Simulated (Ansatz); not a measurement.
# Caesium, diamond under PBE: structure, energy and stiffness

The plan for caesium in the diamond structure: relax it, solve it on a dense k-mesh, switch on spin-orbit coupling, then scale the cell to 7 volumes from 88 to 112 % of the relaxed one and try a fit of the equation of state. The k-meshes are 5×5×5 for the relaxation; 8×8×8 for the dense run; 5×5×5 for spin-orbit coupling; 6×6×6 for the volumes.

This is Cs in the diamond structure; at room conditions it is bcc.

Computed with Ansatz 0.2.0 (DFT PBE, plane waves (420 eV) with PAW, scalar-relativistic, unless a step says otherwise).

### Step 1. The starting structure

Symmetry: Fd-3m, No. 227, cubic system. Conventional cell: a = 10.605 Å, b = 10.605 Å, c = 10.605 Å, α = 90.00°, β = 90.00°, γ = 90.00°.

Structure file:

```
CELL_PARAMETERS angstrom
0.00000 5.30271 5.30271
5.30271 0.00000 5.30271
5.30271 5.30271 0.00000
ATOMIC_POSITIONS crystal
Cs 0.12500 0.12500 0.12500
Cs 0.87500 0.87500 0.87500
```

### Step 2. Relaxing cell and atoms

input.yaml

```yaml
crystal:
  lattice:
    - [0.0, 5.3027061682, 5.3027061682]
    - [5.3027061682, 0.0, 5.3027061682]
    - [5.3027061682, 5.3027061682, 0.0]
  atoms:
    - { symbol: Cs, position: [0.125, 0.125, 0.125] }
    - { symbol: Cs, position: [0.875, 0.875, 0.875] }
hamiltonian:
  xc: pbe
  pseudopotentials:
    kind: paw
    azcp:
      Cs: "pseudopotentials/Cs.paw.azcp"
basis:
  ecutwfc: 420
  fft_grid_basis: typed
kpoints:
  mp_grid: { grid: [5, 5, 5], shift: [0, 0, 0] }
magnetization:
  spin_polarized: false
scf:
  occupations: { method: fermi_dirac, width: 0.1 }
relax:
  max_steps: 60
  f_tol: 0.01
  cell: {}
output:
  write_density: true
  write_potential: true
  elf: true
  volumetric_format: npy
```

Started as:

```
$ ansatz run input.yaml --threads 1 --pin off --max-ram 3584MiB --backend cpu --events-out ev --progress --plain --runs-dir out
```

Further steps of the session: Single point on a dense mesh; With spin-orbit coupling; Volume × 0.88; Volume × 0.92; Volume × 0.96; Volume × 1.0; Volume × 1.04; Volume × 1.08; Volume × 1.12.

Before running it: what results should come out? Wanted: space group; conventional cell; volume; shortest distance; gap on the mesh; relative to bcc; V₀, B₀, B₀′.

As calculated:

| quantity | value |
| --- | --- |
| space group (spins left aside) | Fd-3m (No. 227) |
| conventional cell | a = 11.400 Å |
| volume | 185.182 Å³/atom |
| shortest distance | 4.936 Å |
| gap on the mesh | none (levels filled in part) |
| relative to bcc | +253 meV/atom |
| V₀, B₀, B₀′ | 188.558 Å³/atom, 0.7 GPa, 3.0 |

What this shows: The relaxation enlarged the cell by 24.2 % in volume. Against the reference form of caesium (bcc, computed apart with the same settings) it stands 253 meV/atom higher, so it is far from stable. No gap shows: it is a metal or semimetal at this level. The total energy of the spin-orbit run lies -4.3 eV/atom from the scalar one, but the two kinds of run don't share a zero of energy: only differences within one kind count. The fitted modulus is 0.7 GPa, a soft solid. The symmetry was held, so the structure may be unstable against distortions that break it.
